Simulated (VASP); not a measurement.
A VASP 6.6.1 single-point calculation on AgCl

INCAR

```
LWAVE = .FALSE.
ISMEAR = -1
EDIFF = 1E-5
LCHARG = .FALSE.
ISIF = 2
ENCUT = 520
NSW = 0
LASPH = .TRUE.
NBANDS = 16
GGA = PE
SIGMA = 0.02
IBRION = -1
NELM = 96
BMIX = 3
PREC = Accurate
LREAL = .FALSE.
```

KPOINTS

```
KPOINTS created by Atomic Simulation Environment
0
Gamma
8 8 8
0 0 0
```

POSCAR

```
Ag Cl
 1.0000000000000000
     0.0205536243000000    3.0137998757000002    3.0137998757000002
     3.0137998757000002    0.0205536243000000    3.0137998757000002
     3.0137998757000002    3.0137998757000002    0.0205536243000000
 Ag  Cl
   1   1
Cartesian
  0.0072516024876572  0.0072516024876572  0.0072516024876572
  1.5047867414373421  1.5047867414373421  1.5047867414373421
```

The recommended PBE PAW datasets give the neutral cell 18 valence electrons.

Command

```
mpirun -np 1 vasp_std
```

Question: Predict the outcome of this run.

Answer: It converged. Results: gap between bands v and c on the k mesh 1.25 eV; least direct gap on the k mesh 1.25 eV; pressure 0.7 GPa. Band v is the last that the valence electrons fill when counted band by band, and c is the next.

OSZICAR

```
N       E                     dE             d eps       ncg     rms          rms(c)
DAV:   1     0.999829911098E+02    0.99983E+02   -0.83073E+03  2120   0.979E+02
DAV:   2    -0.151634901607E+01   -0.10150E+03   -0.94677E+02  2568   0.216E+02
DAV:   3    -0.560388486185E+01   -0.40875E+01   -0.40775E+01  2640   0.454E+01
DAV:   4    -0.563901155019E+01   -0.35127E-01   -0.35124E-01  2728   0.449E+00
DAV:   5    -0.563960782881E+01   -0.59628E-03   -0.59627E-03  2528   0.581E-01    0.553E+00
DAV:   6    -0.553393751576E+01    0.10567E+00   -0.47905E-02  2744   0.273E+00    0.361E+00
DAV:   7    -0.544721245781E+01    0.86725E-01   -0.18353E-01  2664   0.472E+00    0.763E-01
DAV:   8    -0.544605581381E+01    0.11566E-02   -0.31063E-02  2336   0.160E+00    0.447E-01
DAV:   9    -0.544701801335E+01   -0.96220E-03   -0.30041E-03  2472   0.721E-01    0.228E-01
DAV:  10    -0.544811191284E+01   -0.10939E-02   -0.74888E-04  2504   0.230E-01    0.157E-01
DAV:  11    -0.544941563903E+01   -0.13037E-02   -0.89586E-04  2232   0.196E-01    0.885E-02
DAV:  12    -0.544958656682E+01   -0.17093E-03   -0.74025E-05  2824   0.568E-02    0.538E-02
DAV:  13    -0.544987744646E+01   -0.29088E-03   -0.35235E-04  2296   0.154E-01    0.210E-02
DAV:  14    -0.544990965279E+01   -0.32206E-04   -0.43424E-05  2696   0.476E-02    0.268E-02
DAV:  15    -0.544991456755E+01   -0.49148E-05   -0.32554E-06  2016   0.148E-02
   1 F= -.54499146E+01 E0= -.54499146E+01  d E =-.313279E-12
```

Standard output (part)

```
POSCAR found type information on POSCAR AgCl
 POSCAR found :  2 types and       2 ions
 LDA part: xc-table for (Slater+PW92), standard interpolation
 POSCAR, INCAR and KPOINTS ok, starting setup
 WAVECAR not read
 entering main loop
```

For comparison, a separate PBE run of the intended cell, on usual settings and not on those above, gives a gap of 1.25 eV on its mesh and a pressure of 0.7 GPa.
